**Can I estimate the empty band of corundum by hand?**

I have an LDA calculation of Al₂O₃ with levels at seven points of the zone, in eV from the valence top at the zone centre. "Level under 1" is the highest filled level at each point and "level over 1" the lowest empty one. The filled level hardly moves, while the empty one climbs by several eV. Is there a simple rule for how high it will be at a given point?

GPAW 26.7.0, LDA without spin polarisation or spin–orbit coupling, for the 10-atom rhombohedral cell of corundum (Al₂O₃) at fixed geometry, with PAW data sets from gpaw-data 1.2.1, a 600 eV plane-wave cutoff, a 6×6×6 k mesh and 0.01 eV Fermi–Dirac smearing. Levels are counted from the valence top, numbered downwards (under) and upwards (over) from the gap at each point.

```csv
point a (reciprocal cell vector),point b (reciprocal cell vector),point c (reciprocal cell vector),level point (row),level under 1 (eV),level over 1 (eV),level over 2 (eV)
0.0000,0.0000,0.0000,1,0.000,6.167,8.984
0.1667,0.0000,-0.1667,2,-0.068,7.594,9.659
0.1667,0.1667,0.0000,3,-0.052,6.931,9.506
0.3333,0.0000,0.1667,4,-0.169,7.895,9.947
0.5000,0.0000,0.0000,5,-0.281,9.315,9.315
0.5000,0.5000,0.0000,6,-0.266,9.375,9.607
0.5000,0.5000,0.5000,7,-0.390,8.556,8.556
```

**Answer**

Yes, if you accept errors of a few tenths of an eV and take the level at the zone centre as known. What matters most is the distance $k$ from the centre: the lowest empty level rises in the order of $k$ at all seven points.

The reason lies in the orbitals. In an oxide such as this the bottom of the empty band is s-like, built from broad orbitals that overlap well with their neighbours. At the zone centre they all join in phase, which gives the smoothest wave and the lowest energy. Away from the centre the phase turns from cell to cell, the wave acquires nodes, and the energy rises. The top filled levels are mainly oxygen 2p. There are eighteen levels of this kind at each point, spread over a band of some width, and those at its upper edge have little net bonding. A change of phase therefore costs them little, and with so many levels one is likely to lie near the top at any point. This assignment is standard chemistry; the table itself shows only the outcome, a spread of 0.39 eV for the filled level against 3.2 eV for the empty one.

For a chain of s orbitals with one coupling between neighbours, the rise goes as the squared sine of half the phase step. It starts as a parabola and flattens at the zone boundary. To carry this over to the crystal, replace the many-sided zone by a sphere of equal volume and let the band reach its top at the surface:

$$E = E_0 + W\sin^2\!\left(90^\circ\,\frac{k}{k_S}\right),\qquad k_S=\left(\frac{6\pi^2}{V}\right)^{1/3}$$

Here $E_0$ = 6.17 eV is the lowest empty level at the centre. The cell volume $V$ is 85 Å³, so $k_S$ = 0.886 Å⁻¹. The height $W$ = 3.0 eV is the only fitted constant, from least squares on the six points away from the centre.

The distance follows from the three fractions $a$, $b$, $c$ in the table (points a, b and c). For this rhombohedral cell, in Å⁻²,

$$k^2 = 2.556\,(a^2+b^2+c^2) - 1.854\,(ab+bc+ca)$$

**Point 4, inside the zone.** The fractions are 1/3, 0 and 1/6, so the squares sum to 0.139 and the products to 0.056. This gives $k$ = 0.502 Å⁻¹, an angle of 51° and a squared sine of 0.603. The estimate is 6.17 + 3.0 × 0.603 = 7.98 eV. The calculation gives 7.895 eV, so the rule is less than 0.1 eV too high.

**Point 7, on the boundary along the threefold axis.** All fractions are 1/2, and both sums are 0.75. Now $k$ = 0.725 Å⁻¹ and the squared sine is 0.921, which leads to 8.93 eV. The computed level is 8.556 eV, so the rule is almost 0.4 eV too high, its worst miss. Both worked points were part of the fit.

The contrast shows where the picture holds. At the three inner points the rule stays within 0.1 eV, as expected if direction matters little near the bottom of an s-like band. None of the three lies close to the threefold axis, however, so they do not test that direction. At the three boundary points it errs by 0.2 to 0.4 eV, since a sphere knows nothing of the faces and corners of the real zone. The flat top is also doubtful at points 5 and 7, where the two lowest empty levels coincide. The glide symmetry of the crystal forces such pairs, and two branches that meet in this way can cross the boundary with a slope.

Over the six points the root-mean-square miss is 0.20 eV. A straight line in $k$, also with one fitted constant, does equally well on this measure, so the fit does not prove the sine shape. The line has a false kink at the centre, however, and is 0.3 eV too high at point 3, the nearest one. A parabola fitted in the same way has twice the overall error, because it cannot flatten.

Use the rule only for the lowest empty level of corundum, because $E_0$ and $W$ belong to this crystal; another oxide needs its own two constants. First shift your point by whole reciprocal vectors to its shortest $k$. If the angle still exceeds 90°, keep it at 90°. For the vertical gap you can treat the filled level as flat, but the error then grows to as much as 0.5 eV.

The rule inherits $E_0$ from LDA, which makes the gap too small; the measured one is roughly 9 eV, a recalled figure. For alumina as a gate dielectric, the rule therefore describes how the empty band of the crystal disperses, not how high a barrier it presents to electrons.
